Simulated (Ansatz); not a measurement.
Runs of Ansatz 0.2.0 on Se. The structure is trigonal, space group P3_121 (No. 152). The conventional cell has a = 4.366 Å, b = 4.366 Å, c = 4.954 Å, α = 90.00°, β = 90.00°, γ = 120.00°. Around Se (site symmetry 2) lie 2 Se at 2.37 Å. 

```csv
task,level,potentials or basis,spin,cell,k mesh,cutoff (eV),smearing,points for each segment of the path,other keys,gap on the mesh (eV),pressure (GPa),largest force (eV/Å)
electron localisation function,r2SCAN0,Ansatz PAW,off,as given,5 × 5 × 4,500,methfessel-paxton 0.1 eV,-,-,2.82,(b),0.37
electrostatic potential,exchange-only PBE,Ansatz PAW,"SOC, no magnetisation",as given,7 × 7 × 6,420,fermi-dirac 0.1 eV,-,scf.eigensolver.kind = davidson; basis.precision = f64,(c),(a),1.06
single point,B3LYP5,Ansatz PAW earlier set,off,as given,5 × 5 × 4,580,fixed,-,-,2.42,4.0,0.15
band structure,BPBE,PseudoDojo standard (PBE files),"SOC, no magnetisation",cell strained at random at fixed volume,7 × 7 × 6,699,fermi-dirac 0.025 eV,14,scf.algorithm = direct_min; basis.ecutwfc = 51.4 Ry,1.07,2.3,0.55
density of states,rPW86-PBE+D4,JTH PAW,off,cell strained at random at fixed volume,7 × 7 × 6,270,fixed,-,-,1.01,3.0,1.03
```

Estimate the missing entries.

(a) 11.3; (b) -0.1; (c) 1.21.

Caveats: odd divisions of the mesh miss points on the zone boundary, where band edges often lie, so the gap on the mesh can be too wide (some runs); the PAW data sets come from PBE, with cores solved anew for the run's functional, which leaves a small shift of forces and pressure (some runs); the thresholds are loose for stress (some runs); the potentials were made for another functional, which shifts forces and pressure (some runs); forces of over 1 eV/Å show positions far from the minimum, so gaps and moduli don't describe the material at rest (some runs); the pressure holds a Pulay correction of +355.5 GPa for the finite cutoff (some runs); the cutoff lies under the one recommended for these potentials (some runs).

A k mesh can miss the band edges, and rows without SOC leave out spin-orbit coupling on Se.

The runs don't all hold the same shells in valence.
